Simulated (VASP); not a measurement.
# VASP inputs for AlN (strained rocksalt)

INCAR

```
EDIFF = 1E-7
LCHARG = .FALSE.
LWAVE = .FALSE.
ENCUT = 520
LREAL = .FALSE.
METAGGA = R2SCAN
SIGMA = 0.01
ISMEAR = 0
LASPH = .TRUE.
NSW = 0
ALGO = Normal
NBANDS = 11
ISIF = 2
NELM = 120
IBRION = -1
PREC = Accurate
```

KPOINTS

```
KPOINTS created by Atomic Simulation Environment
0
Gamma
10 10 10
0 0 0
```

KPOINTS_OPT

```
special points
6
Reciprocal
0.0000000000 0.0000000000 0.0000000000 1
0.5000000000 0.0000000000 0.5000000000 1
0.6250000000 0.2500000000 0.6250000000 1
0.3750000000 0.3750000000 0.7500000000 1
0.5000000000 0.5000000000 0.5000000000 1
0.5000000000 0.2500000000 0.7500000000 1
```

POSCAR

```
Al N
 1.0000000000000000
     0.0258415161000000    2.0188684453999999    2.0188684453999999
     2.0188684453999999    0.0258415161000000    2.0188684453999999
     2.0447099615000002    2.0447099615000002    0.0000000000000000
 Al  N
   1   1
Cartesian
  0.0000000000000000  0.0000000000000000  0.0000000000000000
  2.0447099614999997  2.0447099614999997  2.0188684453999999
```

VASP ran with the recommended PBE PAW datasets (8 valence electrons in the cell).

What does this run give?

gap between bands v and c 5.07 eV; least direct gap 6.37 eV; pressure -0.7 GPa.

Band v is the last that the valence electrons fill when counted band by band, and c is the next. Levels in eV from the top of v:

| point | v−1 | v | c | c+1 |
| --- | --- | --- | --- | --- |
| Γ | -0.19 | 0.00 | 6.37 | 12.34 |
| X | -3.09 | -3.09 | 5.34 | 5.79 |
| K | -5.89 | -2.34 | 6.94 | 9.57 |
| L | -1.35 | -1.16 | 6.92 | 11.86 |
| W | -6.03 | -4.14 | 8.87 | 11.45 |
